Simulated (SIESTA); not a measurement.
NiO:

```
CELL_PARAMETERS angstrom
0.00000 2.08590 2.08590
2.08590 0.00000 2.08590
2.08590 2.08590 0.00000
ATOMIC_POSITIONS crystal
Ni 0.00000 0.00000 0.00000
O 0.50000 0.50000 0.50000
```

Base run:

```yaml
Program: SIESTA 5.4.2
Functional: PBEsol
Potentials_or_basis: PseudoDojo 0.4 standard (PBEsol files)
Basis: DZP (energy shift 0.003 Ry; two zetas on semicore shells)
Grid_cutoff: 800 Ry
Energy_shift: 0.003 Ry
k_mesh: 11 × 11 × 11
Occupations: fermi-dirac, width 0.05 eV
Spin: collinear spin, ferromagnetic start
Starting_moments: "[1.0, 0.0] μB"
```

Its results: band gap on the k mesh none (metal or under the smearing width); pressure -6.7 GPa; net moment 1.43 μB per cell; site moments Ni +1.19; O +0.24 μB.

**Question.** The run is repeated on the same cell with these changes: functional from PBEsol to PBE; potentials or basis from PseudoDojo 0.4 standard (PBEsol files) to PseudoDojo 0.4 standard (PBE files). What comes out?

**Answer.** Band gap on the k mesh none (metal or under the smearing width); pressure 6.4 GPa; net moment 1.76 μB per cell; site moments Ni +1.44; O +0.32 μB.

Caveats: short orbitals over semicore shells can move pressures by several GPa; the basis of atomic orbitals isn't converged, which shifts pressures, moduli and gaps; a cell with one magnetic atom can't hold antiferromagnetic order, which such compounds often take; semilocal functionals often make such compounds metallic where correlation or magnetic order opens a gap, which also shifts bond lengths.
